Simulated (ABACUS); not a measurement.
# RbBr (Fm-3m) in ABACUS: notebook

The runs below take RbBr through equation of state, with PBE.

Everything below comes from runs of ABACUS 3.10.1. Logs are shortened: lines on timing, memory, paths and dates and some standing lists are left out, and cuts for length are marked.

**1. The structure**

It takes space group Fm-3m (No. 225, cubic). Conventional cell: a = 6.854 Å, b = 6.854 Å, c = 6.854 Å, α = 90.00°, β = 90.00°, γ = 90.00°. Around Rb (site symmetry m-3m) lie 6 Br at 3.43 Å. Br (site symmetry m-3m) is surrounded by 6 Rb at 3.43 Å.

**2. Equation of state, PBE, 37.83 Å³/atom (volume scaled by 0.94)**

INPUT

```
INPUT_PARAMETERS
suffix              RbBr
calculation         scf
basis_type          lcao
pseudo_dir          ./
orbital_dir         ./
symmetry            1
dft_functional      pbe
ecutwfc             100
pseudo_rcut         10
nspin               1
nbands              9
ks_solver           genelpa
smearing_method     fd
smearing_sigma      0.00367493
scf_thr             1e-07
scf_nmax            100
mixing_type         broyden
mixing_beta         0.7
cal_force           1
cal_stress          1
out_mul             1
```

STRU

```
ATOMIC_SPECIES
Rb 85.4678 Rb.upf
Br 79.9040 Br.upf

NUMERICAL_ORBITAL
Rb_confined-atom_10au_2s1p.orb
Br_confined-atom_7au_1s1p.orb

LATTICE_CONSTANT
1.8897261246

LATTICE_VECTORS
0.0000000000 3.3570415946 3.3570415946
3.3570415946 0.0000000000 3.3570415946
3.3570415946 3.3570415946 0.0000000000

ATOMIC_POSITIONS
Direct

Rb
0.0
1
0.0000000000 0.0000000000 0.0000000000 1 1 1

Br
0.0
1
0.5000000000 0.5000000000 0.5000000000 1 1 1
```

KPT

```
K_POINTS
0
Gamma
7 7 7 0 0 0
```

Potentials or basis: PseudoDojo NC SR 0.4.1 PBE standard, SZ LCAO (the cutoffs set its grid).

Run with:

```console
OMP_NUM_THREADS=1 mpirun -np 4 abacus > log
```

running log:

```text
ABACUS v3.10.1

               Atomic-orbital Based Ab-initio Computation at UStc

 ------------------------------------------------------------------------------------

 READING GENERAL INFORMATION
                           global_out_dir = OUT.RbBr/
                           global_in_card = INPUT
                               pseudo_dir = ./
                              orbital_dir = ./
                                    DSIZE = 4
                                    GSIZE = 1
[... 5 lines left out ...]

 READING ATOM TYPE 1
                               atom label = Rb
                      L=0, number of zeta = 2
                      L=1, number of zeta = 1
             number of atom for this type = 1

 READING ATOM TYPE 2
                               atom label = Br
                      L=0, number of zeta = 1
                      L=1, number of zeta = 1
             number of atom for this type = 1

                        TOTAL ATOM NUMBER = 2
DIRECT COORDINATES
    atom                   x                   y                   z     mag                  vx                  vy                  vz
taud_Rb1            0.0000000000        0.0000000000        0.0000000000  0.0000        0.0000000000        0.0000000000        0.0000000000
taud_Br1            0.5000000000        0.5000000000        0.5000000000  0.0000        0.0000000000        0.0000000000        0.0000000000

                          Volume (Bohr^3) = 510.619
                             Volume (A^3) = 75.6658

 Lattice vectors: (Cartesian coordinate: in unit of a_0)
                   +0            +3.35704            +3.35704
             +3.35704                  +0            +3.35704
             +3.35704            +3.35704                  +0
 Reciprocal vectors: (Cartesian coordinate: in unit of 2 pi/a_0)
            -0.148941           +0.148941           +0.148941
            +0.148941           -0.148941           +0.148941
            +0.148941           +0.148941           -0.148941
 The esolver type has been set to : ksdft_lcao

                PAO radial cut off (Bohr) = 10

 Read in pseudopotential file is Rb.upf
                     pseudopotential type = NC
          exchange-correlation functional = PBE
                 nonlocal core correction = 1
                        valence electrons = 9
                                     lmax = 2
                           number of zeta = 3
                     number of projectors = 6
                           L of projector = 0
[... 5 lines left out ...]
                PAO radial cut off (Bohr) = 10

 Read in pseudopotential file is Br.upf
                     pseudopotential type = NC
          exchange-correlation functional = PBE
                 nonlocal core correction = 1
                        valence electrons = 7
                                     lmax = 2
                           number of zeta = 2
                     number of projectors = 6
                           L of projector = 0
                           L of projector = 0
                           L of projector = 1
                           L of projector = 1
                           L of projector = 2
                           L of projector = 2
     initial pseudo atomic orbital number = 9

 SETUP THE ELECTRONS NUMBER
            electron number of element Rb = 9
      total electron number of element Rb = 9
            electron number of element Br = 7
      total electron number of element Br = 7
            AUTOSET number of electrons:  = 16
                           occupied bands = 8
                                   NLOCAL = 9
                                   NBANDS = 9
                                   NBANDS = 9
                                   NLOCAL = 9

%%%%%%%%%%%%%%%%%%%%%%%%%%%%%%%%%%%%%%%%%%%%%%%%%%%%%%%%%%%%%%%%%%%%%%%%%%%%%%%%%%%%%%%%%%%%%%%%%%%%%%%%%%
 Warning: the number of valence electrons in pseudopotential > 1 for Rb: [Kr] 5s1
 Pseudopotentials with additional electrons can yield (more) accurate outcomes, but may be less efficient.
 If you're confident that your chosen pseudopotential is appropriate, you can safely ignore this warning.
%%%%%%%%%%%%%%%%%%%%%%%%%%%%%%%%%%%%%%%%%%%%%%%%%%%%%%%%%%%%%%%%%%%%%%%%%%%%%%%%%%%%%%%%%%%%%%%%%%%%%%%%%%

 SETUP THE PLANE WAVE BASIS
 energy cutoff for charge/potential (unit:Ry) = 400
            fft grid for charge/potential = [ 60, 60, 60 ]
                        fft grid division = [ 3, 3, 3 ]
        big fft grid for charge/potential = [ 20, 20, 20 ]
                                     nbxx = 2000
                                     nrxx = 54000

 SETUP PLANE WAVES FOR CHARGE/POTENTIAL
                    number of plane waves = 69041
                         number of sticks = 2221
[... 62 lines left out ...]
                                    ibrav = 2
                       right hand lattice = 1
                        ROTATION MATRICES = 48
                               nkstot_ibz = 20
K-POINTS REDUCTION ACCORDING TO SYMMETRY
     IBZ    DIRECT_X    DIRECT_Y    DIRECT_Z  WEIGHT  ibz2bz
       1  0.00000000  0.00000000  0.00000000  0.0029       0
       2  0.14285714  0.14285714  0.14285714  0.0233       1
       3  0.28571429  0.28571429  0.28571429  0.0233       2
       4  0.42857143  0.42857143  0.42857143  0.0233       3
       5  0.14285714  0.14285714  0.00000000  0.0175       8
       6  0.28571429  0.14285714  0.28571429  0.0700       9
[... 12 lines left out ...]
      19 -0.42857143  0.42857143  0.14285714  0.0700      74
      20 -0.28571429  0.42857143  0.28571429  0.0700      75

                               nkstot now = 20
[... K-POINTS DIRECT COORDINATES: 20 rows ...]

           k-point number in this process = 20
       minimum distributed K point number = 20
[... stars of the k points ...]

[... K-POINTS CARTESIAN COORDINATES: 20 rows ...]

[... K-POINTS DIRECT COORDINATES: 20 rows ...]

 SETUP PLANE WAVES FOR WAVE FUNCTIONS
     energy cutoff for wavefunc (unit:Ry) = 100
              fft grid for wave functions = [ 60, 60, 60 ]
                    number of plane waves = 10657
                         number of sticks = 649

 PARALLEL PW FOR WAVE FUNCTIONS
     PROC   COLUMNS(POT)             PW
        1            162           2664
        2            162           2664
        3            162           2665
        4            163           2664
 --------------- sum -------------------
        4            649          10657

 SET NONLOCAL PSEUDOPOTENTIAL PROJECTORS
 SET NONLOCAL PSEUDOPOTENTIAL PROJECTORS
 max number of nonlocal projetors among all species is 6

 -------------------------------------------
 SELF-CONSISTENT
 -------------------------------------------

 SETUP SEARCHING RADIUS FOR PROGRAM TO SEARCH ADJACENT ATOMS
                  longest orb rcut (Bohr) = 10
   longest nonlocal projector rcut (Bohr) = 1.94
                     search radius (Bohr) = 23.9
              searching radius is (Bohr)) = 23.9
         searching radius unit is (Bohr)) = 1.89
                         PeriodicBoundary = 1
                        Radius(unit:lat0) = 12.6
                                   glayer = [ 5, 5, 5 ]
                             glayer_minus = [ 4, 4, 4 ]

Find the coordinate range of the input atom(unit:lat0).
                                  min_tau = [ -26.9, -26.9, -26.9 ]
                                  max_tau = [ 30.2, 30.2, 30.2 ]
                                BoxNumber = [ 9, 9, 9 ]

 SETUP EXTENDED REAL SPACE GRID FOR GRID INTEGRATION
                          real space grid = [ 60, 60, 60 ]
                 big cell numbers in grid = [ 20, 20, 20 ]
             meshcell numbers in big cell = [ 3, 3, 3 ]
                        extended fft grid = [ 28, 28, 28 ]
                dimension of extened grid = [ 77, 77, 77 ]
                            UnitCellTotal = 125
              Atom number in sub-FFT-grid = 2
    Local orbitals number in sub-FFT-grid = 9
                                ParaV.nnr = 1099
                                 init_chg = atomic

 LCAO ALGORITHM --------------- ION=   1  ELEC=   1--------------------------------

 Density error is 0.0788341337586
----------------------------------------------------------
     Energy           Rydberg                 eV
----------------------------------------------------------
 E_KohnSham     -85.8030830020       -1167.4108347945
 E_Harris       -85.2092557032       -1159.3313999026
 E_Fermi        0.2058230796         2.8003666625
----------------------------------------------------------
[... 80 lines left out ...]
 Density error is 6.55532883615e-09
----------------------------------------------------------
     Energy           Rydberg                 eV
----------------------------------------------------------
 E_KohnSham     -85.8034387113       -1167.4156744673
 E_KS(sigma->0) -85.8034387113       -1167.4156744673
 E_Harris       -85.8034387516       -1167.4156750152
 E_band         -6.7214624659        -91.4501884293
 E_one_elec     -17.8397201811       -242.7218451882
 E_Hartree      14.6544759969        199.3843747614
 E_xc           -24.8193908519       -337.6851364752
 E_Ewald        -57.7988036751       -786.3930675652
 E_entropy(-TS) -0.0000000000        -0.0000000000
 E_descf        0.0000000000         0.0000000000
 E_exx          0.0000000000         0.0000000000
 E_Fermi        0.3803328687         5.1746941513
----------------------------------------------------------

 charge density convergence is achieved
 final etot is -1167.4156745 eV
 EFERMI = 5.1746941513 eV

 STATE ENERGY(eV) AND OCCUPATIONS    NSPIN == 1
 1/20 kpoint (Cartesian) = 0.0000 0.0000 0.0000 (2138 pws)
       1       -22.9149     0.00583090
       2       -9.12474     0.00583090
       3       -6.97078     0.00583090
       4       -6.97078     0.00583090
       5       -6.97078     0.00583090
       6        2.86240     0.00583090
       7        2.86240     0.00583090
       8        2.86240     0.00583090
       9        6.84043    1.98311e-17
[... 45 lines left out ...]
 6/20 kpoint (Cartesian) = 0.021277 0.063832 0.021277 (2144 pws)
       1       -22.9078       0.139942
       2       -9.18195       0.139942
       3       -6.99720       0.139942
       4       -6.99145       0.139942
       5       -6.87975       0.139942
       6        2.10460       0.139942
       7        2.71980       0.139942
       8        2.75267       0.139942
       9        8.49839    1.89112e-30

[... levels at 14 further k points ...]

 correction force for each atom along direction 1 is 3.16626e-15
 correction force for each atom along direction 2 is 4.02948e-15
 correction force for each atom along direction 3 is 5.32890e-15
------------------------------------------------------------------------------------------
 TOTAL-FORCE (eV/Angstrom)
------------------------------------------------------------------------------------------
                       Rb1         0.0000000000         0.0000000000         0.0000000000
                       Br1         0.0000000000         0.0000000000         0.0000000000
------------------------------------------------------------------------------------------

----------------------------------------------------------------
 TOTAL-STRESS (KBAR)
----------------------------------------------------------------
        31.4851109406        -0.0000000000        -0.0000000000
        -0.0000000000        31.4851109406         0.0000000000
         0.0000000000         0.0000000000        31.4851109406
----------------------------------------------------------------
 TOTAL-PRESSURE: 31.485111 KBAR

 --------------------------------------------
 !FINAL_ETOT_IS -1167.4156744672798141 eV
 --------------------------------------------
```

It took 4.1 s on 4 MPI ranks of Intel Xeon Platinum 8259CL at 2.50GHz (Skylake/Cascade Lake), shared host; peak memory 0.44 GiB.

These settings aren't checked as converged: the numbers below hold their error.

What came out:

- Free energy: -1167.4157 eV
- Pressure: 3.1 GPa
- Band gap on the k mesh: 3.98 eV, direct
- Mulliken charges: Rb +0.67; Br -0.67 e

Caveat: the atomic orbitals were generated for these runs and aren't a published set; Mulliken charges move with the basis; the orbitals of K, Rb and Cs are too short, which can make volumes 7 to 10 % small; the basis of atomic orbitals isn't converged, which shifts pressures, moduli and gaps.

(Part 1 of 2 ends here.)
